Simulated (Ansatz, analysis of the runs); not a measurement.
# A defect in a wire: (4,0) C nanotube, N in place of one C, part 4 of 4

Wanted: the relaxed defect and the transmission past it, beside the channels of the perfect wire.

Ansatz 0.2.0; DFT PBE, plane waves, PAW; relaxation of a wire's period (the session's first sound run).

So far, conductance of the lead as this run defines it (G₀): step 3 (the wire at its relaxed period) 3.00.

### 5. The open system

This step: DFT PBE, plane waves, PAW; transmission of a junction in a wire (Ansatz 0.2.0).

The cell is now read as a scatterer between two semi-infinite leads, named by two sites one period apart. The scattering states in its self-consistent potential are matched to the leads' states at each energy. One point across is taken, as for a wire in vacuum.

The input, input.yaml:

```yaml
crystal:
  lattice:
    - [9.932, 0.0, 0.0]
    - [0.0, 9.932, 0.0]
    - [0.0, 0.0, 29.5143822369]
  atoms:
    - { symbol: C, position: [0.3301927751, 0.499977252, 0.00029528] }
    - { symbol: C, position: [0.4999772516, 0.669761728, 0.00029528] }
    - { symbol: C, position: [0.4999772516, 0.330192775, 0.00029528] }
    - { symbol: C, position: [0.6697617281, 0.499977252, 0.00029528] }
    - { symbol: C, position: [0.3301927751, 0.499977252, 0.047323768] }
    - { symbol: C, position: [0.4999772516, 0.669761728, 0.047323768] }
    - { symbol: C, position: [0.4999772516, 0.330192775, 0.047323768] }
    - { symbol: C, position: [0.6697617281, 0.499977252, 0.047323768] }
    - { symbol: C, position: [0.3799061101, 0.620048393, 0.071729675] }
    - { symbol: C, position: [0.3799061101, 0.37990611, 0.071729675] }
    - { symbol: C, position: [0.6200483931, 0.620048393, 0.071729675] }
    - { symbol: C, position: [0.6200483931, 0.37990611, 0.071729675] }
    - { symbol: C, position: [0.3799061101, 0.620048393, 0.118746516] }
    - { symbol: C, position: [0.3799061101, 0.37990611, 0.118746516] }
    - { symbol: C, position: [0.6200483931, 0.620048393, 0.118746516] }
    - { symbol: C, position: [0.6200483931, 0.37990611, 0.118746516] }
    - { symbol: C, position: [0.3301927751, 0.499977252, 0.143152422] }
    - { symbol: C, position: [0.4999772516, 0.669761728, 0.143152422] }
    - { symbol: C, position: [0.4999772516, 0.330192775, 0.143152422] }
    - { symbol: C, position: [0.6697617281, 0.499977252, 0.143152422] }
    - { symbol: C, position: [0.3301927751, 0.499977252, 0.190180911] }
    - { symbol: C, position: [0.4999772516, 0.669761728, 0.190180911] }
    - { symbol: C, position: [0.4999772516, 0.330192775, 0.190180911] }
    - { symbol: C, position: [0.6697617281, 0.499977252, 0.190180911] }
    - { symbol: C, position: [0.3799061101, 0.620048393, 0.214586818] }
    - { symbol: C, position: [0.3799061101, 0.37990611, 0.214586818] }
    - { symbol: C, position: [0.6200483931, 0.620048393, 0.214586818] }
    - { symbol: C, position: [0.6200483931, 0.37990611, 0.214586818] }
    - { symbol: C, position: [0.3799061101, 0.620048393, 0.261603659] }
    - { symbol: C, position: [0.3799061101, 0.37990611, 0.261603659] }
[... 23 lines left out ...]
    - { symbol: "N", position: [0.4999772516, 0.6638893136, 0.4762165291] }
[... 50 lines left out ...]
    - { symbol: C, position: [0.3799061101, 0.620048393, 0.928872532] }
    - { symbol: C, position: [0.3799061101, 0.37990611, 0.928872532] }
    - { symbol: C, position: [0.6200483931, 0.620048393, 0.928872532] }
    - { symbol: C, position: [0.6200483931, 0.37990611, 0.928872532] }
    - { symbol: C, position: [0.3799061101, 0.620048393, 0.975889373] }
    - { symbol: C, position: [0.3799061101, 0.37990611, 0.975889373] }
    - { symbol: C, position: [0.6200483931, 0.620048393, 0.975889373] }
    - { symbol: C, position: [0.6200483931, 0.37990611, 0.975889373] }
kpoints:
  mp_grid: { grid: [1, 1, 3] }
scf:
  occupations: { method: fermi_dirac, width: 0.05 }
hamiltonian:
  xc: pbe
output:
  transmission:
    e_range: [-1.26, 1.26]
    de: 0.035
    kmesh: [1, 1]
    reduced_basis: true
    leads: [[96, 0]]
  dos: { projected: true, e_range: [-4, 3] }
  write_potential: true
  write_density: true
  volumetric_format: npy
  elf: true
basis:
  ecutwfc: "350 eV"
```

The run is started by

```
ansatz run input.yaml --threads 4 --pin off --max-ram 16384MiB --backend cpu --events-out ev --progress --plain --runs-dir out
```

Numbers of over 12 decimals in the logs are rounded to 6 here.

Log:

```text
[...]
Crystal: 112 atoms, lattice volume = 2911.435 Å³
Basis set: ecut = 350 eV, 43279 PW (Γ)
Bands: 337, of which v1, the nominal top of the filled ones, is band 225 counted from 1 (224 counted from 0)
Symmetry: 2 space group operations
[...]
k-points: 2 of 3 (time reversal used)
[...]
SCF iter   1: F=—  HF=-28152.830025 eV  |F-HF|=—  |Δ(HF+E_count)|=         —  Δρ=7.47e-3  dr2=1.67e0  ethr=1.77e-3  ⟨swp⟩=7.0  Hψ=3235  notcnv=0  defer=182
[...]
SCF iter   8: F=-28152.643054 eV  HF=-28152.643054 eV  |F-HF|=1.13e-9  |Δ(HF+E_count)|=   7.64e-8  Δρ=5.55e-7  dr2=1.07e-8  ethr=2.23e-11  ⟨swp⟩=26.0  Hψ=4946  notcnv=0
SCF 1 converged in 8 iterations: F = -28152.643054 eV  dr2 = 1.07e-8
[...]
transmission: 7 of 50 steps passed
transmission: 10 of 50 steps passed
[...]
transmission: 50 of 50 steps passed
WARN: The output density's exchange-correlation potential varies sharply where the density is thin. Do not read a vacuum level from v_tot or v_xc, or from such a field of the output density. On a cell that repeats whose density bears no net charge and no dipole along the vacuum's axis use v_es (v_loc + v_h of the components); under efield.dipole_correction with no amplitude use v_es + v_field, which holds any externa [...]
SCF converged after 8 iterations
Free energy (F): -28152.643054 eV
[...]
Internal energy: -28152.517878 eV  (E = F + TS)
E sigma→0 (E₀):  -28152.580466 eV
Entropy (-TS):   -0.125176 eV (-1.118 meV/atom)
Fermi energy:    -1.625686 eV
[...]
--- Band table (eV) ---
  k-point 0: bands = [... 221 lower, -1.9804, -1.9777, -1.9651, -1.9530, -1.2902, -1.2068, -1.0667, -1.0423, ... 108 higher]
  k-point 1: bands = [... 221 lower, -1.9493, -1.8279, -1.6606, -1.6208, -1.5292, -1.3170, -1.2766, -0.9530, ... 108 higher]
--- Transmission ---
  basis      : 725 plane waves across, 50 finite elements along
  points     : 1, standing for a mesh of 1 x 1
[...]
crystal 0  : C16, at the sites [96, 0], period 4.2163 Å, over 17.92 Å; its Hamiltonian steps by up to 31.5 meV: too much for a lead, lay more layers or, if its atoms are ordered, name the step of that order
[...]
filled         : 12.2 meV over the level at which it is neutral
    channels       : 3.000000e0 a spin
[...]
junction   : crystal 0 to crystal 0, -0.35 to 24.95 Å
    transmission   : 2.870738e0 a spin
    conductance    : 2.2550e14 S/m² at 300 K (2.2550e14 on every other energy)
    error estimate : 0.0 % from the energy spacing and 0.0 % from band edges of the leads and from resonances (wavevectors taken as independent; lower de), 0.3 % from the steps of its leads' Hamiltonians or their offsets (lay more layers), 0.1 % from the distance to neutral
    resistance     : 1.9085e-4 Ω µm² beyond half of each lead's own
```

The job ended after 20 min (4 threads of Arm Neoverse V1, shared host; peak memory 6.3 GiB).

This step gave:

```yaml
energy_at_zero_smearing: -28152.5805 eV
transmission_at_the_energy_nearest_the_fermi_level_one_spin: 2.871
step_of_the_lead_s_hamiltonian: 31.5 meV
conductance_of_the_junction: 2.871 G₀
```

The transmission, one spin by energy, zero at the Fermi level:

```csv
energy (eV),"transmission, one spin"
-1.225,1.69
-1.190,1.21
-1.085,2.37
-1.015,2.66
-0.910,2.87
-0.805,2.94
-0.700,3.74
-0.665,3.77
-0.595,3.64
-0.490,3.37
-0.385,3.08
-0.315,2.95
-0.210,2.91
-0.105,2.89
0.000,2.87
0.105,2.86
0.210,2.84
0.315,2.82
0.385,2.80
0.490,2.73
0.595,2.30
0.700,0.951
0.805,0.913
0.910,0.981
1.015,2.60
1.085,2.70
1.190,2.75
```

Open channels of the lead, one spin against energy, zero at the Fermi level:

```csv
energy (eV),"open channels of the lead, one spin"
-1.26,2
-1.19,3
-1.08,3
-1.01,3
-0.91,3
-0.84,3
-0.73,4
-0.67,5
-0.56,5
-0.49,5
-0.39,5
-0.32,4
-0.21,3
-0.14,3
-0.04,3
0.00,3
0.04,3
0.14,3
0.21,3
0.32,3
0.39,3
0.49,3
0.56,3
0.67,1
0.73,1
0.84,1
0.91,1
1.01,3
1.08,3
1.19,3
1.26,3
```

Projected DOS an atom over height of the atomic layer and energy from the Fermi level.  broadened by a Gaussian of 0.15 eV, since few k-points sample the long cell.

Ten even steps from '_' (0.076 states/eV) to '@' (0.618 states/eV), each cell a mean:
```
__..________________________________..____________..____
____________..__..__..__..______________________________
____________..__..__..__..______________________________
________________________________________________________
____________________________..__________________________
________________________________________________________
::::::::::::::::..............__....::::::::::::::::::::
##**####**######**##====....--::****%%%%**##**##****##**
################%%%%%%%%..::####%%%%****################
::--::::----::::::::++++----%%##----::::----::::----::::
________..__________....==++::......__..________________
________________________--==____________________________
..__....____..__________....____________..____..........
..::::::..::::..::..................::..::::::::::::::::
::::::::::::::::::::::::......::..::::::::::::::::::::::
------::----::----::::::::::::::::::------::----::------
------------------------::::::--------------------------
%%%%%%%%%%######******++------++******########%%%%%%%%%%
%%%%%%%%%%%%%%%%@@@@@@%%**++**%%@@@@@@%%%%%%%%%%%%%%%%%%
::::::::::::::::::----==++++++====----::::::::..::::::::
________________........::--::......____________________
______________....____..::::......____..________________
```
Columns: height of the atomic layer (Å) from 0.00872 to 28.8 (not evenly spaced); rows upwards: energy from the Fermi level (eV) from -3.98 to 1.47.

ELF in the cb plane at fractional x = 0.500, with atoms of C and N within 0.2 Å of it. It is the smooth field of the valence electrons, not physical close to the nuclei.

Values, 13 rows by 16 columns, each cell a mean:
```
0.00 0.00 0.01 0.01 0.00 0.00 0.00 0.00 0.00 0.00 0.00 0.01 0.01 0.00 0.00 0.01
0.05 0.02 0.14 0.16 0.10 0.00 0.05 0.04 0.06 0.00 0.11 0.17 0.14 0.02 0.06 0.17
0.27 0.12 0.55 0.56 0.43 0.03 0.38 0.35 0.52 0.04 0.45 0.57 0.55 0.10 0.29 0.58
0.43 0.24 0.60 0.74 0.55 0.10 0.59 0.71 0.76 0.12 0.57 0.75 0.60 0.22 0.45 0.66
0.38 0.23 0.41 0.68 0.42 0.12 0.38 0.70 0.46 0.11 0.41 0.69 0.40 0.21 0.38 0.54
0.17 0.10 0.32 0.36 0.24 0.07 0.33 0.35 0.30 0.06 0.25 0.37 0.32 0.09 0.17 0.34
0.03 0.03 0.04 0.03 0.04 0.03 0.04 0.03 0.04 0.03 0.04 0.03 0.04 0.03 0.04 0.04
0.24 0.14 0.43 0.51 0.31 0.08 0.37 0.48 0.35 0.08 0.31 0.50 0.43 0.13 0.25 0.49
0.39 0.25 0.37 0.64 0.41 0.14 0.37 0.75 0.38 0.13 0.41 0.65 0.36 0.24 0.39 0.49
0.42 0.24 0.67 0.76 0.56 0.12 0.63 0.77 0.62 0.11 0.56 0.75 0.67 0.23 0.43 0.71
0.21 0.09 0.46 0.50 0.33 0.04 0.43 0.47 0.43 0.04 0.32 0.47 0.47 0.09 0.21 0.46
0.03 0.01 0.10 0.13 0.06 0.00 0.08 0.11 0.08 0.00 0.05 0.11 0.10 0.01 0.03 0.10
0.00 0.00 0.00 0.00 0.00 0.00 0.00 0.00 0.00 0.00 0.00 0.00 0.00 0.00 0.00 0.00
```
Columns run along c (16.0 Å, from fractional 0.20 to 0.75 of the cell), rows up along b (9.9 Å). Atoms in or near the plane, at fractional coordinates: C at (0.29, 0.67), C at (0.29, 0.33), C at (0.33, 0.67), C at (0.33, 0.33), C at (0.43, 0.66), C at (0.43, 0.32), N at (0.48, 0.66), C at (0.48, 0.32), C at (0.57, 0.67), C at (0.57, 0.33), C at (0.62, 0.67), C at (0.62, 0.33), C at (0.71, 0.67), C at (0.71, 0.33).

Valence density in the cb plane at fractional x = 0.500, with atoms of C and N within 0.2 Å of it. It is the smooth field of the valence electrons, not physical close to the nuclei.

Ten even steps from '0' (0.0 e/Å³) to '9' (3.6 e/Å³), each cell a mean:
```
00000000000000000000000000000000000000000000
00000000000000000000000000000000000000000000
00000000000000000000000000000000000000000000
00000000000000000000000000000000000000000000
00000000000000000000000000000000000000000000
00000000000000000000001000000000000000000010
20000123323210000122235310001233232100001233
31001345555421001344589720002445554310013455
31001244444421001344579620012444444310013444
10000111111110001122123210001121111100001111
00000000000000000000000000000000000000000000
00000000000000000000000000000000000000000000
00000000000000000000000000000000000000000000
00000000000000000000000000000000000000000000
21001223222210001222222210001222223210012332
31001345555421001445554420002445554310013455
31000244444420001344454310002344444310012444
10000112122110000122222100000122121100001111
00000000000000000000000000000000000000000000
00000000000000000000000000000000000000000000
00000000000000000000000000000000000000000000
00000000000000000000000000000000000000000000
00000000000000000000000000000000000000000000
00000000000000000000000000000000000000000000
```
Columns run along c (16.0 Å, from fractional 0.20 to 0.75 of the cell), rows up along b (9.9 Å). Atoms in or near the plane, at fractional coordinates: C at (0.29, 0.67), C at (0.29, 0.33), C at (0.33, 0.67), C at (0.33, 0.33), C at (0.43, 0.66), C at (0.43, 0.32), N at (0.48, 0.66), C at (0.48, 0.32), C at (0.57, 0.67), C at (0.57, 0.33), C at (0.62, 0.67), C at (0.62, 0.33), C at (0.71, 0.67), C at (0.71, 0.33).

Electrostatic potential energy in the cb plane at fractional x = 0.500, with atoms of C and N within 0.2 Å of it. With pseudopotentials it is smooth inside the atoms' cores, unlike the true potential.

Values in eV, 13 rows by 16 columns, each cell a mean:
```
  4   4   4   4   4   4   4   4   4   4   4   4   4   4   4   4
  4   4   4   4   4   4   4   4   4   4   4   4   4   4   4   4
  3   3   2   2   2   3   2   2   3   3   2   3   2   3   3   2
 -8  -1 -29 -21 -16   1 -19 -17 -20   1 -17 -20 -29   0  -8 -27
-14  -4 -48 -36 -28  -2 -42 -40 -42  -2 -30 -36 -48  -3 -15 -42
 -1   0  -3  -2  -2   0  -5  -3  -4   0  -2  -2  -3   0  -1  -2
  1   2   1   2   1   2   1   1   1   1   1   2   1   2   1   1
 -3  -1  -9  -6  -5   0  -6  -4  -6   0  -5  -5  -9   0  -3  -8
-17  -4 -55 -42 -30  -2 -45 -38 -43  -1 -31 -41 -55  -4 -18 -49
 -3   1 -16 -12  -8   1 -16 -12 -16   1  -9 -13 -17   1  -3 -14
  3   3   3   3   3   3   3   3   3   3   3   3   3   3   3   3
  4   4   4   4   4   4   4   4   4   4   4   4   4   4   4   4
  4   4   4   4   4   4   4   4   4   4   4   4   4   4   4   4
```
Columns run along c (16.0 Å, from fractional 0.20 to 0.75 of the cell; values clipped at the 3rd and 97th percentile), rows up along b (9.9 Å). Atoms in or near the plane, at fractional coordinates: C at (0.29, 0.67), C at (0.29, 0.33), C at (0.33, 0.67), C at (0.33, 0.33), C at (0.43, 0.66), C at (0.43, 0.32), N at (0.48, 0.66), C at (0.48, 0.32), C at (0.57, 0.67), C at (0.57, 0.33), C at (0.62, 0.67), C at (0.62, 0.33), C at (0.71, 0.67), C at (0.71, 0.33).

By hand: the program gives 2.2550 × 10^14 S/m² over the cell's cross-section of 98.64 Å² = 9.864 × 10^-19 m², so one cell conducts 2.224 × 10^-4 S. Divided by G0 = 2e²/h = 7.748 × 10^-5 S this is 2.87 G0, a resistance of 4.50 kΩ.

The conductance is 2.87 G₀, with 3 channels a spin open in the lead. The lead's Hamiltonian steps by 31.5 meV, which the program calls too much for a lead.

### 6. Conductance and thermopower from T(E)

This step: Landauer integrals over the computed T(E), interpolated linearly between its energies (analysis of the runs above).

Conductance and thermopower are moments of T(E) over the thermal window; sliding the window along E stands for a gate that leaves T(E) rigid.

Numbers from this step:

```
conductance at 300 K, interpolated from T(E) : 2.871 G₀
thermopower at 300 K                         : 0.3546 μV/K
Lorenz number over L0                        : 0.9996
```

T(E) held rigid; rough near sharp steps of T(E). Table of conductance at 300 K by shift of the leads' level:

```csv
shift of the leads' level (eV),conductance at 300 K (G₀)
-0.900,2.86
-0.850,2.91
-0.800,2.95
-0.700,3.45
-0.650,3.64
-0.600,3.62
-0.550,3.52
-0.450,3.27
-0.400,3.14
-0.350,3.04
-0.300,2.96
-0.200,2.91
-0.150,2.89
-0.100,2.89
-0.050,2.88
0.050,2.86
0.100,2.86
0.150,2.85
0.200,2.84
0.300,2.82
0.350,2.81
0.400,2.79
0.450,2.75
0.550,2.44
0.600,1.88
0.650,1.24
0.700,0.999
0.800,0.858
0.850,0.739
0.900,1.06
```

T(E) held rigid; rough near sharp steps of T(E). Table of thermopower at 300 K by shift of the leads' level:

```csv
shift of the leads' level (eV),thermopower at 300 K (μV/K)
-0.900,-2.90
-0.850,-2.40
-0.800,-4.61
-0.750,-11.7
-0.700,-12.2
-0.650,-2.70
-0.600,2.55
-0.550,4.55
-0.500,5.34
-0.450,5.67
-0.400,5.34
-0.350,4.33
-0.300,2.86
-0.250,1.40
-0.200,0.742
-0.150,0.516
-0.100,0.426
-0.050,0.380
0.000,0.355
0.050,0.343
0.100,0.345
0.150,0.364
0.200,0.406
0.250,0.486
0.300,0.633
0.350,0.927
0.400,1.58
0.450,3.30
0.500,8.33
0.550,22.6
0.600,49.1
0.650,50.9
0.700,21.4
0.750,10.7
0.800,15.2
0.850,-10.7
0.900,-85.1
```

The two levels move by half the bias each and T(E) is held rigid. The current from the zero-bias T(E) by bias:

```csv
bias (V),current from the zero-bias T(E) (μA)
0.000,0
0.100,22.2
0.200,44.5
0.300,66.7
0.400,89.0
0.500,111
0.600,134
0.700,156
0.800,179
0.900,202
1.000,226
1.100,249
1.200,271
1.300,291
1.400,309
1.500,326
1.600,341
1.700,355
1.800,370
1.900,387
```

By hand, Mott's formula: S = −(π²k²T/3e) d ln T/dE, and π²k²T/3e = 7.33 μV/K × eV at 300 K. The computed T is 2.88 at -0.070 eV and 2.86 at +0.070 eV, so d ln T/dE ≈ -0.0478 per eV and S ≈ 0.350 μV/K, against 0.355 from the integrals.

The thermopower is 0.355 μV/K. The Lorenz ratio is 1.00, where the Wiedemann-Franz law gives 1. Moving the level by up to 0.1 eV either way gives 0.34 to 0.43 μV/K.

### 7. Outcome

| Quantity | Value |
| --- | --- |
| conductance of the perfect wire | 3.00 G₀ |
| conductance, N in place of one C | 2.87 G₀ |
| thermopower, N in place of one C | 0.355 μV/K |

Summed over the computed window, 84 % of the lead's open channels pass the defect; the conductance at 300 K is 2.87 G₀. With N in place of one C, 96 % of the conductance of that run's own lead (3.00 G₀) is left, so it scatters little at the Fermi level. Transport is coherent and elastic here: the atoms are frozen, so scattering by vibrations plays no part. In 1 run the program finds the step of the lead's Hamiltonian too large, so longer leads may change the transmission. A cutoff under the files' recommended one was taken to save time; its effect on T(E) was not tested here. A cell with an odd number of electrons ran without spin; a level of the scatterer near the Fermi level could split if spin were allowed.

[Logs are printed without paths, hosts, clocks, repeated set-up lines and the standing remarks that a program may print on its own settings, such as how far it seeks lower states.]

[Hosts, paths, dates, database ids (printed as entryN), source tags and the programs' standing remarks are cut or masked in the printed files.]
